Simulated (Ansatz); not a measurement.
**SnO2 (2H monolayer): the G0W0 gap against the k mesh**

How dense a mesh does GW need for SnO2 (2H monolayer), and how does the time grow?

Program: Ansatz 0.2.0. Level of theory: G0W0 on PBEsol, plane waves, PAW; PAW set soft_1. Results are calculated unless marked as measured.

## Step 1: Set-up

The cell holds 3 atoms: 1 Sn and 2 O. Cell: a = 3.063 Å, b = 3.063 Å, c = 28.100 Å, α = 90.0°, β = 90.0°, γ = 120.0°. Vacuum lies along c.

Coordinates:

```cif
data_structure
_symmetry_space_group_name_H-M 'P 1'
_symmetry_Int_Tables_number 1
_cell_length_a 3.0634
_cell_length_b 3.0634
_cell_length_c 28.1000
_cell_angle_alpha 90.000
_cell_angle_beta 90.000
_cell_angle_gamma 120.000
_cell_volume 228.37
loop_
_atom_site_label
_atom_site_type_symbol
_atom_site_fract_x
_atom_site_fract_y
_atom_site_fract_z
_atom_site_occupancy
Sn1 Sn 0.33333 0.66667 0.50000 1
O2 O 0.66667 0.33333 0.54345 1
O3 O 0.66667 0.33333 0.45655 1
```

The structure was relaxed with PBEsol. The runs that relaxed it are not among those shown. The Coulomb interaction is cut off across the vacuum.

## Step 2: The 3×3×1 mesh

G0W0 replaces the xc potential by the self-energy, built once from these orbitals. Only a window of levels is corrected, while the sums run over the empty bands that the input names. This step takes PAW set soft_1 files.

input.yaml reads:

```yaml
crystal:
  lattice:
    - [3.0633657874, 0.0, 0.0]
    - [-1.5316828937, 2.652952593, 0.0]
    - [0.0, 0.0, 28.1]
  atoms:
    - { symbol: Sn, position: [0.3333333333, 0.6666666667, 0.5] }
    - { symbol: O, position: [0.6666666667, 0.3333333333, 0.5434533073] }
    - { symbol: O, position: [0.6666666667, 0.3333333333, 0.4565466927] }
  periodic: [true, true, false]
kpoints:
  mp_grid: { grid: [3, 3, 1] }
hamiltonian:
  xc: pbesol
  pseudopotentials: { kind: paw, azcp: { folder: soft_1 }, xc_functional: pbe }
scf:
  occupations: { method: fixed }
gw:
  n_empty_bands: 205
  ecut_chi: 54.0
  qp_bands: [v2, c2]
  qp_kpoints: band_edges
  screening: { model: contour_deformation }
```

Run with:

```sh
$ ansatz run input.yaml --threads 8 --pin off --max-ram 17510MiB --backend cpu --events-out ev --progress --plain --runs-dir out
```

Numbers of over 12 decimals in the logs are rounded to 6 here.

Log:

```text
Engine: ansatz 0.2.0, aarch64-unknown-linux-gnu
Pseudopotentials: kind: paw
Pseudopotential: Sn, paw, valence charge 14, recommended cutoff 420 eV (normal), soft_1/Sn.paw.azcp
Pseudopotential: O, paw, valence charge 6, recommended cutoff 420 eV (normal), soft_1/O.paw.azcp
Functional definition: PBEsol
  exchange = pbesol_x
  correlation = pbesol_c
Crystal: 3 atoms, lattice volume = 228.368 Å³
Basis set: ecut = 420 eV, 4437 PW (Γ)
Bands: 17, of which v1, the nominal top of the filled ones, is band 13 counted from 1 (12 counted from 0)
Symmetry: 12 space group operations
Space group: P-6m2 (ITA 187), of the structure as read, at distance tolerance 6.1e-5 Å
k-points: 3 of 9 (time reversal used)
Non-local potential: Sn, projectors of the file, l = 0: 2, l = 1: 2, l = 2: 2, l = 3: 1
Non-local potential: O, projectors of the file, l = 0: 2, l = 1: 2, l = 2: 1
PAW form: soft (Blöchl's): semilocal exchange-correlation on the pseudo side does not see the compensation charge
PAW frozen core: Sn, regenerated for the run's functional, and the local potential with it (the file was generated under x = pbe(κ = 0.804, μ = 0.219515), c = pbe(β = 0.066725))
PAW frozen core: O, regenerated for the run's functional, and the local potential with it (the file was generated under x = pbe(κ = 0.804, μ = 0.219515), c = pbe(β = 0.066725))
PAW one-centre angular grid: Sn, 590 points (default); XC on 64 Gauss nodes
PAW one-centre angular grid: O, 110 points (default); XC on 64 Gauss nodes
Initial density: superposition of atomic densities (neutral atoms: chi_scale 0, normalization atom)
Initial wavefunctions: pseudopotential atomic-orbital guess
Functional: x = pbesol(κ = 0.804, μ = 0.123457), c = pbesol(β = 0.046)
SCF iter   1: F=—  HF=-7072.118539 eV  |F-HF|=—  |Δ(HF+E_count)|=         —  Δρ=5.98e-2  dr2=9.93e0  ethr=3.10e-3  ⟨swp⟩=7.0  Hψ=288  notcnv=0  defer=6
preconditioner: auto → none  [insulator: Δε(μ)=2.406 eV  Ē_g=18.720 eV  n_scr=16 (ndim 8)  ℏωp=12.5 eV  f_vac=0.795  ε∞_Penn≈1.4]
SCF iter   2: F=—  HF=-7070.574981 eV  |F-HF|=—  |Δ(HF+E_count)|=    1.54e0  Δρ=4.86e-2  dr2=4.24e0  ethr=3.10e-3  ⟨swp⟩=5.7  Hψ=205  notcnv=0  defer=6
SCF iter   3: F=—  HF=-7069.449431 eV  |F-HF|=—  |Δ(HF+E_count)|=    1.13e0  Δρ=1.01e-2  dr2=1.07e-1  ethr=3.10e-3  ⟨swp⟩=5.3  Hψ=168  notcnv=0  defer=6
SCF iter   4: F=—  HF=-7069.434023 eV  |F-HF|=—  |Δ(HF+E_count)|=   1.54e-2  Δρ=1.68e-3  dr2=1.00e-2  ethr=4.10e-4  ⟨swp⟩=3.7  Hψ=139  notcnv=0  defer=6
SCF iter   5: F=—  HF=-7069.430302 eV  |F-HF|=—  |Δ(HF+E_count)|=   3.72e-3  Δρ=6.10e-4  dr2=5.97e-4  ethr=3.85e-5  ⟨swp⟩=4.0  Hψ=119  notcnv=0  defer=6
SCF iter   6: F=—  HF=-7069.430169 eV  |F-HF|=—  |Δ(HF+E_count)|=   1.33e-4  Δρ=2.34e-4  dr2=7.40e-5  ethr=2.30e-6  ⟨swp⟩=3.3  Hψ=130  notcnv=0  defer=6
SCF iter   7: F=—  HF=-7069.430147 eV  |F-HF|=—  |Δ(HF+E_count)|=   2.22e-5  Δρ=6.11e-5  dr2=4.87e-6  ethr=2.84e-7  ⟨swp⟩=2.7  Hψ=117  notcnv=0  defer=6
SCF iter   8: F=—  HF=-7069.430145 eV  |F-HF|=—  |Δ(HF+E_count)|=   1.93e-6  Δρ=1.01e-5  dr2=1.69e-7  ethr=1.87e-8  ⟨swp⟩=4.0  Hψ=111  notcnv=0  defer=6
SCF iter   9: F=-7069.430145 eV  HF=-7069.430145 eV  |F-HF|=1.86e-10  |Δ(HF+E_count)|=   5.05e-8  Δρ=8.51e-7  dr2=6.98e-10  ethr=3.85e-10  ⟨swp⟩=15.3  Hψ=324  notcnv=0
SCF 1 converged in 9 iterations: F = -7069.430145 eV  dr2 = 6.98e-10
[...]
NSCF: frozen V_eff on 3 k-points
G₀W₀ screening: q 1/3
[... further progress lines ...]
NSCF: frozen V_eff on 1 k-points
SCF converged after 9 iterations
Free energy (F): -7069.430145 eV
Harris-Foulkes:  -7069.430145 eV  (|F-HF|=1.86e-10)
Internal energy: -7069.430145 eV  (E = F + TS)
E sigma→0 (E₀):  -7069.430145 eV
Fermi energy:    -8.435702 eV
--- Per-component energies (eV) ---
  E_band       = -525.976421
  E_kinetic    = 505.006251
  E_local      = -46097.806116  (includes V_loc(G=0)·N_el)
  E_nonlocal   = 252.268895
  E_hartree    = 22744.190540
  E_xc         = -265.119916
  E_vxc        = -260.785229  (∫ρ·V_xc dr)
  E_paw        = -4611.933910  (= ΣΔE_a)
  E_vpaw       = -413.043390  (= ΣTr[D̂ρ^β])
  E_aug_tail   = 0.001720  (compensation charges beyond the density's cutoff)
  E_ewald      = 20403.606976
  E_core_change = 0.355415  (= ΣΔE_core)
  E_smearing   = -0.000000  (= −TS)
  E_closure    = -0.000000  (closes the sum)
  Σ components = -7069.430145   (vs F -7069.430145, Δ=0.00e0)
--- Band table (eV) ---
  k-point 0: bands = [... 9 lower, -9.7960, -9.2334, -9.2334, -9.1652, -7.7766, -2.6483, -0.2595, -0.0571]
  k-point 1: bands = [... 9 lower, -11.6211, -10.8547, -9.3639, -8.6751, -5.1927, -2.7182, 0.4617, 1.8877]
  k-point 2: bands = [... 9 lower, -11.8250, -11.5387, -10.4159, -8.4357, -3.6051, -3.5124, 1.5122, 2.1452]
--- G₀W₀: contour deformation, 7 samples at zero and on the imaginary axis and 1 off it, 9 q-points, 205 empty bands' worth ---
  eigenvalues of the whole cell's RPA ε∞ on this k-mesh (on a slab, of 1 + 4πα/V) = 1.1194, 2.8531, 2.8531; static W/v taken at q = 0 is 0.543267
  gw.qp_kpoints: band_edges: 3 of 3 stored k-points solved, in 1 pass; an edge of the gap read off the rows below is read off those points alone
  `?` marks the rows in doubt; gw_qp.tsv's column doubts and the gw_qp event give each row's grounds
    ik  band        ε_KS         Σx   Σc(E_QP)       V_xc       Z   E_QP_lin       E_QP  E_QP is
     0    12     -9.2334   -25.9291     4.7686   -20.9174  0.6575    -9.4801    -9.4765  root
     0    13     -9.1652   -24.7530     5.0071   -19.4152  0.6486    -9.5034    -9.4958  root
     0    14     -7.7766   -13.7382    -2.5124   -17.0809  0.6860    -6.9077    -6.9463  root
     0    15     -2.6483    -8.1681    -4.2592   -13.2184  0.7359    -1.8050    -1.8573  root
     1    12     -9.3639   -25.9935     4.7499   -20.9776  0.6568    -9.6344    -9.6300  root
     1    13     -8.6751   -25.7147     5.0460   -20.3288  0.6527    -9.0219    -9.0149  root
     1    14     -5.1927   -14.2690    -3.4242   -18.7766  0.6955    -4.0183    -4.1094  root
     1    15     -2.7182   -10.8371    -4.5218   -16.4441  0.7004    -1.5448    -1.6329  root
     2    12    -10.4159   -24.8305     4.7291   -19.7113  0.6865   -10.7699   -10.8059  root
     2    13     -8.4357   -26.2416     5.0778   -20.8278  0.6536    -8.7781    -8.7716  root
     2    14     -3.6051   -12.1389    -3.9267   -17.0953  0.6996    -2.4927    -2.5755  root
     2    15     -3.5124   -15.4495    -4.0173   -20.8247  0.6938    -1.9802    -2.1545  root ?
```

Run time: 6.3 s. Hardware: 8 threads of Arm Neoverse V2, shared host; peak memory 1.1 GiB.

The column dr2 measures how far the density is from self-consistency, as an energy; F and HF (Harris–Foulkes) agree once it is small.

Numbers from this step:

```yaml
bands_summed: 218
plane_waves_in_the_screening_matrix: 195
q_points_in_the_mesh: 9
g0w0_gap_on_the_mesh: 1.825 eV
k_of_the_valence_top: 0.3333, 0.3333, 0
k_of_the_conduction_bottom: 0, 0, 0
starting_gap_on_the_mesh: 0.6591 eV
z_at_the_valence_top: 0.6536
z_at_the_conduction_bottom: 0.6860
least_direct_g0w0_gap_on_the_computed_points: 2.530 eV
```

The gap on the mesh goes from 0.66 eV to 1.83 eV, a correction of +1.17 eV. Between the two edge states, bare exchange in place of the xc potential would open the gap by 8.76 eV, and correlation takes back 7.59 eV.

## Step 3: The 6×6×1 mesh

A second mesh at equal bands and cutoff isolates the sampling error.

input.yaml, as its differences from that of step 2:

```diff
@@ -11,3 +11,3 @@
 kpoints:
-  mp_grid: { grid: [3, 3, 1] }
+  mp_grid: { grid: [6, 6, 1] }
 hamiltonian:
```

Log:

```text
[...]
Crystal: 3 atoms, lattice volume = 228.368 Å³
Basis set: ecut = 420 eV, 4437 PW (Γ)
Bands: 17, of which v1, the nominal top of the filled ones, is band 13 counted from 1 (12 counted from 0)
[... 1 set-up line as in the run before ...]
[...]
k-points: 7 of 36 (time reversal used)
[...]
SCF iter   1: F=—  HF=-7072.194421 eV  |F-HF|=—  |Δ(HF+E_count)|=         —  Δρ=5.88e-2  dr2=9.62e0  ethr=3.10e-3  ⟨swp⟩=7.1  Hψ=693  notcnv=0  defer=14
[...]
SCF iter   8: F=-7069.608111 eV  HF=-7069.608111 eV  |F-HF|=3.19e-8  |Δ(HF+E_count)|=   1.02e-6  Δρ=5.33e-6  dr2=4.83e-8  ethr=3.85e-10  ⟨swp⟩=14.4  Hψ=969  notcnv=0
SCF 1 converged in 8 iterations: F = -7069.608111 eV  dr2 = 4.83e-8
[...]
NSCF: frozen V_eff on 7 k-points
G₀W₀ screening: q 1/7
[... further progress lines ...]
SCF converged after 8 iterations
Free energy (F): -7069.608111 eV
[...]
3    14     -4.5713   -12.6168    -3.5724   -17.6711  0.7721    -2.9484    -3.0895  root ?
     3    15     -4.0220   -12.8840    -3.4933   -17.8374  0.7506    -2.4232    -2.5620  root ?
[...]
4    14     -5.3721   -15.1746    -2.7917   -19.4353  0.7419    -3.7629    -3.9032  root ?
     4    15     -1.7231   -10.9249    -4.4774   -16.8970  0.7512    -0.0472    -0.2284  root ?
     5    12     -9.9352   -25.3638     4.3779   -20.3737  0.7019   -10.5686   -10.5474  root
     5    13     -8.5820   -26.2827     4.8874   -20.7140  0.6991    -9.2850    -9.2633  root
     5    14     -4.3429   -14.3835    -3.3764   -19.3111  0.7473    -2.6151    -2.7917  root ?
     5    15     -3.2950   -12.4026    -3.8662   -17.7766  0.7556    -1.6224    -1.7871  root ?
     6    12    -10.5020   -24.8897     4.4583   -19.7317  0.7134   -11.2367   -11.2018  root
     6    13     -8.5082   -26.4270     4.8896   -20.8618  0.6996    -9.2041    -9.1838  root
     6    14     -3.6550   -12.0262    -3.6279   -17.0836  0.7532    -2.0969    -2.2255  root ?
     6    15     -3.5769   -15.3185    -3.7830   -20.8137  0.7432    -1.6002    -1.8647  root ?
[key lines of the parts left out:]
Fermi energy:    -8.508191 eV
```

Elapsed: 20 s, on 8 threads; peak memory 2.2 GiB; 2.5 min of CPU time.

Numbers from this step:

```yaml
bands_summed: 218
plane_waves_in_the_screening_matrix: 195
q_points_in_the_mesh: 36
g0w0_gap_on_the_mesh: 2.521 eV
k_of_the_valence_top: 0.3333, 0.3333, 0
k_of_the_conduction_bottom: 0, 0, 0
starting_gap_on_the_mesh: 0.6913 eV
z_at_the_valence_top: 0.6996
z_at_the_conduction_bottom: 0.7515
least_direct_g0w0_gap_on_the_computed_points: 3.162 eV
```

Against the run with 3×3×1 mesh, 205 empty bands, screening to 54 eV, PAW set soft_1 files, the gap moves by +0.70 eV, while the start moved by +0.03 eV.

## Step 4: The 9×9×1 mesh

input.yaml, as its differences from that of step 3:

```diff
@@ -11,3 +11,3 @@
 kpoints:
-  mp_grid: { grid: [6, 6, 1] }
+  mp_grid: { grid: [9, 9, 1] }
 hamiltonian:
```

Log:

```text
[...]
Crystal: 3 atoms, lattice volume = 228.368 Å³
Basis set: ecut = 420 eV, 4437 PW (Γ)
Bands: 17, of which v1, the nominal top of the filled ones, is band 13 counted from 1 (12 counted from 0)
[... 1 set-up line as in the run before ...]
[...]
k-points: 12 of 81 (time reversal used)
[...]
10    15     -3.3628   -13.0443    -3.7437   -18.4150  0.7627    -1.5736    -1.7358  root ?
    11    12    -10.5058   -24.8953     4.4344   -19.7322  0.7065   -11.2645   -11.2346  root
    11    13     -8.5111   -26.4395     4.8676   -20.8632  0.7075    -9.2374    -9.2197  root
    11    14     -3.6576   -12.0209    -3.5538   -17.0832  0.7644    -2.0371    -2.1492  root ?
    11    15     -3.5801   -15.3125    -3.7004   -20.8133  0.7514    -1.5477    -1.7797  root ?
[key lines of the parts left out:]
SCF converged after 9 iterations
Free energy (F): -7069.611132 eV
Fermi energy:    -8.511074 eV
```

The job ended after 67 s (8 threads; peak memory 2.3 GiB).

This step gave:

* bands summed: 218
* plane waves in the screening matrix: 195
* G0W0 gap on the mesh: 2.605 eV
* k of the valence top: 0.3333, 0.3333, 0
* k of the conduction bottom: 0, 0, 0
* starting gap on the mesh: 0.6922 eV
* least direct G0W0 gap on the computed points: 3.246 eV

Against the run with 6×6×1 mesh, 205 empty bands, screening to 54 eV, PAW set soft_1 files, the gap moves by +0.08 eV.

## Step 5: The meshes together

Times are wall times on 8 threads of Arm Neoverse V2, shared host, good to a factor of about two.

```
 mesh  points  irreducible  start (eV)  G0W0 (eV)  shift (eV)  mean of 1 + 4πα/V (set by the cell height)   time
3×3×1       9            3       0.659      1.825      +1.166                                        2.28  6.3 s
6×6×1      36            7       0.691      2.521      +1.830                                        1.66   20 s
9×9×1      81           12       0.692      2.605      +1.912                                        1.60   67 s
```

## Step 6: Summary of results

| Quantity | Value |
| --- | --- |
| 3×3×1 | 1.825 eV (shift +1.166) |
| 6×6×1 | 2.521 eV (shift +1.830) |
| 9×9×1 | 2.605 eV (shift +1.912) |
| settings | PBEsol start, 205 empty bands, 54 eV |

The shift is +1.17 eV on 3×3×1 and +1.91 eV on 9×9×1; the last step moves it by +0.082 eV. The mean of 1 + 4πα/V (set by the cell height) ranges from 1.60 to 2.28 and ends at 1.60; the coarsest mesh overstates it. From 9 to 81 points the time grows 11-fold. Bands and cutoff are modest here, so the values stand off the basis limit. The mesh in the plane is coarse for a sheet; gap and any exciton binding can still move on denser ones. The many-body steps are scalar-relativistic: spin-orbit coupling is not in them.

[Paths, hosts, dates, memory and timing lines, banners, echoed tables and standing remarks are left out of the program output.]

[Logs are printed without paths, hosts, clocks, repeated set-up lines and the standing remarks that a program may print on its own settings, such as how far it seeks lower states.]

[Runs of the session that timed out or met a known fault of the program may be left out.]

[Cells called generated may have been cut or substituted from an entry of the Crystallography Open Database or the Materials Project.]

[Hosts, paths, dates, database ids (printed as entryN), source tags and the programs' standing remarks are cut or masked in the printed files.]
